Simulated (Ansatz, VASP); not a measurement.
## Nb: VASP beside Ansatz

Contents of INCAR:

```
SYSTEM = Nb
ALGO = Normal
EDIFF = 1E-6
ENCUT = 520
GGA = PE
ISIF = 2
ISMEAR = -1
LASPH = .TRUE.
LCHARG = .FALSE.
LREAL = .FALSE.
LWAVE = .FALSE.
NBANDS = 12
NELM = 100
PREC = Accurate
SIGMA = 0.15
```

KPOINTS

```
k-points
0
G
  12 12 12
  0 0 0
```

File POSCAR:

```
Nb
1.0
    0.0000000000      2.1150000000      2.1150000000
    2.1150000000      0.0000000000      2.1150000000
    2.1150000000      2.1150000000      0.0000000000
Nb
1
Direct
    0.0000000000      0.0000000000      0.0000000000
```

Input for Ansatz:

```yaml
crystal:
  lattice:
    - [0.0, 2.115, 2.115]
    - [2.115, 0.0, 2.115]
    - [2.115, 2.115, 0.0]
  atoms:
    - { symbol: Nb, position: [0.0, 0.0, 0.0] }
basis:
  ecutwfc: 500.0
kpoints:
  mp_grid:
    grid: [12, 12, 12]
scf:
  occupations:
    method: fermi_dirac
    width: 0.15
output:
  stress: true
```

This isn't the form of Nb at room conditions, which is bcc.

Alike in both runs: task single point; functional PBE; k mesh 12 × 12 × 12; occupations fermi-dirac, width 0.15 eV; no spin polarisation.

```csv
,VASP,Ansatz
version,VASP 6.6.1,Ansatz 0.2.0
potentials or method,"VASP PAW PBE potentials, release 64 (Nb_sv)","plane waves, PAW"
plane-wave cutoff (eV),520,500
valence electrons in the cell,13,13
```

|  | VASP | Ansatz | Ansatz less VASP |
| --- | --- | --- | --- |
| pressure (GPa) | -1.2 | -1.0 | +0.29 |

The functional is the same, so the differences come from potentials, cutoffs and numerics.
